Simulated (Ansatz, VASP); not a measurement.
This is a calculation of BN for VASP 6.6.1.

File INCAR:

```
PREC = Accurate
ENCUT = 520
EDIFF = 1E-6
ISMEAR = -1
SIGMA = 0.05
LREAL = F
LASPH = T
NELM = 60
ALGO = Normal
ISIF = 2
LWAVE = F
LCHARG = F
GGA = PE
NBANDS = 11
```

File KPOINTS:

```
regular mesh
0
Gamma
  13 13 13
```

The input POSCAR:

```
BN
1.0
    0.0000000000      1.8008328414      1.8008328414
    1.8008328414      0.0000000000      1.8008328414
    1.8008328414      1.8008328414      0.0000000000
N B
1 1
Direct
    0.2500000000      0.2500000000      0.2500000000
    0.0000000000      0.0000000000      0.0000000000
```

Potentials or basis: VASP PAW PBE potentials, release 64 (N, B).

Run with:

```sh
$ cat potpaw_PBE.64/N/POTCAR potpaw_PBE.64/B/POTCAR > POTCAR
$ mpirun -np 1 vasp_std > vasp.out
```

**Question.** Set up the same calculation for Ansatz 0.2.0. Potentials there: Ansatz PAW soft_1.

**Answer.** As run (the cutoff follows the program's own potentials):

Contents of input.yaml:

```yaml
crystal:
  lattice:
    - [0.0, 1.8008328414, 1.8008328414]
    - [1.8008328414, 0.0, 1.8008328414]
    - [1.8008328414, 1.8008328414, 0.0]
  atoms:
    - { symbol: "N", position: [0.25, 0.25, 0.25] }
    - { symbol: B, position: [0.0, 0.0, 0.0] }
hamiltonian:
  xc: pbe
  pseudopotentials: { kind: paw, azcp: { folder: soft_1 } }
kpoints:
  mp_grid: { grid: [13, 13, 13] }
scf:
  occupations: { method: fermi_dirac, width: 0.05 }
output:
  forces: true
  stress: true
  eigenvalues: true
```

Potentials or basis: Ansatz PAW soft_1.

Run with:

```console
$ ansatz run input.yaml --threads 1 --pin off --max-ram 3584MiB --backend cpu --events-out ev --progress --plain --runs-dir out
```

Both were run:

|  | VASP | Ansatz | Ansatz less VASP |
| --- | --- | --- | --- |
| gap on the k mesh at the Fermi level (eV) | 4.55 | 4.55 | +0.007 |
| least direct gap on the mesh (eV) | 8.87 | 8.88 | +0.006 |
| pressure (GPa) | 7.7 | 7.1 | -0.52 |

With one functional, cell and mesh, what is left measures potentials, basis and numerics.

Caveats: an odd mesh through Γ misses points on the zone boundary, where band edges often lie (VASP); odd divisions of the mesh miss points on the zone boundary, where band edges often lie, so the gap on the mesh can be too wide (Ansatz); the pressure holds a Pulay correction of +0.6 GPa for the finite cutoff (Ansatz). Expect the measured gap to be larger: semilocal functionals such as PBE lack the derivative discontinuity.
